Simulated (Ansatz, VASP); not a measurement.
Si in VASP and in Ansatz

INCAR

```
SYSTEM = Si
ALGO     = Normal         ! electronic algorithm
EDIFF    = 1E-6           ! SCF threshold, eV
ENCUT    = 520            ! plane-wave cutoff, eV
GGA      = CA             ! functional
ISIF     = 2              ! what is computed and relaxed
ISMEAR   = 0              ! smearing method
LASPH    = .TRUE.         ! aspherical terms in the spheres
LCHARG   = .FALSE.        ! write CHGCAR
LREAL    = .FALSE.        ! projectors in reciprocal space
LWAVE    = .FALSE.        ! write WAVECAR
NBANDS   = 11             ! bands
NELM     = 80             ! most SCF steps
PREC     = Accurate       ! precision mode
SIGMA    = 0.05           ! smearing width, eV
```

KPOINTS

```
k-points
0
G
  12 12 12
  0 0 0
```

Contents of POSCAR:

```
Si
1.0
    0.0000000000      2.6682020278      2.7671923230
    2.6682020278      0.0000000000      2.7671923230
    2.6682020278      2.6682020278      0.0000000000
Si
2
Direct
    0.5000000000      0.5000000000      0.5000000000
    0.7500000000      0.7500000000      0.7500000000
```

Input for Ansatz:

```yaml
crystal:
  lattice:
    - [0.0, 2.6682020278, 2.767192323]
    - [2.6682020278, 0.0, 2.767192323]
    - [2.6682020278, 2.6682020278, 0.0]
  atoms:
    - { symbol: Si, position: [0.5, 0.5, 0.5] }
    - { symbol: Si, position: [0.75, 0.75, 0.75] }
basis:
  ecutwfc: 420
kpoints:
  mp_grid: { grid: [12, 12, 12] }
hamiltonian:
  xc: lda
  pseudopotentials: { kind: paw, azcp: { folder: soft_1 } }
scf:
  occupations: { method: gaussian, width: 0.05 }
output:
  forces: true
  stress: true
  eigenvalues: true
```

Alike in both runs: task single point; functional LDA; k mesh 12 × 12 × 12; occupations gaussian, width 0.05 eV; no spin polarisation.

```csv
,VASP,Ansatz
version,VASP 6.6.1,Ansatz 0.2.0
potentials or method,"VASP PAW LDA potentials, release 64 (Si)","scalar-relativistic, plane waves, PAW"
plane-wave cutoff (eV),520,420
valence electrons in the cell,8,8
```

```tsv
	VASP	Ansatz	Ansatz less VASP
gap on the k mesh at the Fermi level (eV)	0.25	0.25	+0.003
least direct gap on the mesh (eV)	2.40	2.41	+0.001
pressure (GPa)	0.0	0.0	-0.06
largest component of the traceless stress (GPa)	2.50	2.50	0.000
```

Ansatz warned: «pseudo_functional_mismatch».
